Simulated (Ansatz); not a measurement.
**Y: the crystal squeezed far**

The task here is to estimate one member of a computed series from the others.

Computed with Ansatz 0.2.0 (DFT PBE, with the methods named in each step, unless a step's input says otherwise).

## Starting point

Symmetry: P6/mmm, No. 191, hexagonal system. The conventional cell has a = 5.688 Å, b = 5.688 Å, c = 3.527 Å, α = 90.00°, β = 90.00°, γ = 120.00°. Y (site symmetry 6/mmm) has 14 Y at 3.53 to 3.73 Å as nearest neighbours. Y (site symmetry -6m2) is surrounded by 11 Y at 3.28 to 3.73 Å.

Coordinates:

```
Y
1.0
     5.68819    0.00000    0.00000
    -2.84410    4.92612    0.00000
     0.00000    0.00000    3.52668
Y
3
Direct
  0.00000 0.00000 0.00000
  0.33333 0.66667 0.50000
  0.66667 0.33333 0.50000
```

Whether this phase is the stable one at these pressures isn't tested.

Atoms are numbered in the order of the input: Y1, Y2, Y3.

The first run:

Input file input.yaml:

```yaml
crystal:
  lattice:
    - [5.688191069, 0.0, 0.0]
    - [-2.8440955345, 4.9261179673, 0.0]
    - [0.0, 0.0, 3.5266784628]
  atoms:
    - { symbol: "Y", position: [0.0, 0.0, 0.0] }
    - { symbol: "Y", position: [0.3333333333, 0.6666666667, 0.5] }
    - { symbol: "Y", position: [0.6666666667, 0.3333333333, 0.5] }
kpoints:
  mp_grid: { grid: [6, 6, 9] }
scf:
  occupations: { method: fermi_dirac, width: 0.08 }
hamiltonian:
  xc: pbe
  pseudopotentials: { kind: paw }
output:
  forces: true
  stress: true
  write_density: true
  write_potential: true
  elf: true
  volumetric_format: npy
relax:
  f_tol: 0.005
  max_steps: 40
  cell: {}
```

The run is started by

```
$ ansatz run input.yaml --threads 1 --pin off --max-ram 3072MiB --backend cpu --events-out ev --progress --plain --runs-dir out
```

Steps of the session up to this table: Cell relaxed at zero pressure, PAW; Volume scaled by 1, PAW; Shape and atoms relaxed at 0.8 of the volume, PAW; Volume scaled by 0.8, PAW; Volume scaled by 0.8, PAW (level accurate); Shape and atoms relaxed at 0.7 of the volume, PAW; Volume scaled by 0.7, PAW; Shape and atoms relaxed at 0.5 of the volume, PAW; Volume scaled by 0.5, PAW; Shape and atoms relaxed at 0.4 of the volume, PAW; Volume scaled by 0.4, PAW; Volume scaled by 0.4, PAW (cutoff 300 eV).

One of the session's tables, all rows but one given; the rest of the session is left out.

| method | volume over the first | volume (Å³/atom) | pressure (GPa) |
| --- | --- | --- | --- |
| PAW | 1 | 32.492 | 0.01 |
| PAW | 0.8 | 25.993 | 12.23 |
| PAW | 0.7 | 22.744 | 23.90 |
| PAW | 0.5 | 16.246 | 77.23 |
| PAW | 0.4 | 12.997 | 148.11 |
| PAW (cutoff 300 eV) | 0.4 | ? | ? |
| PAW (level accurate) | 0.8 | 25.993 | 12.23 |

**Question.** Estimate the row for PAW (cutoff 300 eV), 0.4.

The run gave: volume (Å³/atom): 12.997; pressure (GPa): 148.16.

Caveats from the session: Warnings in the runs' records: cutoff below recommended.
